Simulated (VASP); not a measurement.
Wanted: the native input for a VASP 6.6.1 run.

```
Task                   : relaxation of cell and atoms
Functional             : PBEsol
Potentials or basis    : VASP PAW PBE potentials, release 64 (In_d, Sb)
Cutoff                 : 600 eV
k mesh                 : 10 × 10 × 10
Occupations            : gaussian, width 0.03 eV
Spin                   : no spin polarisation
Further INCAR settings : ALGO = Normal; EDIFF = 1e-07; IBRION = 2; EDIFFG = -0.005; NSW = 90; ISIF = 3
```

The structure of InSb lies in POSCAR:

```
InSb                                    
1.0
   -0.0000000000      3.2603245817      3.2603245817
    3.2603245817      0.0000000000      3.2603245817
    3.2603245817      3.2603245817      0.0000000000
  In              Sb            
     1     1
Direct
     0.0000000000000000    0.0000000000000000    0.0000000000000000
     0.2500000000000000    0.2500000000000000    0.2500000000000000
```

These files were run (other wordings do the same):

INCAR

```
SYSTEM = InSb
PREC = Accurate
ENCUT = 600
EDIFF = 1E-7
ISMEAR = 0
SIGMA = 0.03
LREAL = .False.
LASPH = .True.
NELM = 80
ALGO = Normal
ISIF = 3
LWAVE = .False.
LCHARG = .False.
GGA = PS
IBRION = 2
NSW = 90
EDIFFG = -0.005
```

KPOINTS

```
regular mesh
0
Gamma
  10 10 10
  0 0 0
```

Potentials or basis: VASP PAW PBE potentials, release 64 (In_d, Sb).

Command:

```sh
$ cat potpaw_PBE.64/In_d/POTCAR potpaw_PBE.64/Sb/POTCAR > POTCAR
$ mpirun -np 1 vasp_std > vasp.out
```

It gave:

```yaml
Pressure_after_relaxing: 0.0 GPa
Band_gap_on_the_k_mesh: none (metal or under the smearing width)
```

Caveat: the relaxation stopped at its first step, so nothing moved; the PAW data sets were made with another functional, which shifts forces and pressure a little; this crystal is a semiconductor, whose small gap the functional closes, so the metal is an error of the method.

Wall time 64 s on 1 thread of Intel(R) Xeon(R) Platinum 8488C (Sapphire Rapids), on a shared host, peak memory 0.26 GiB.
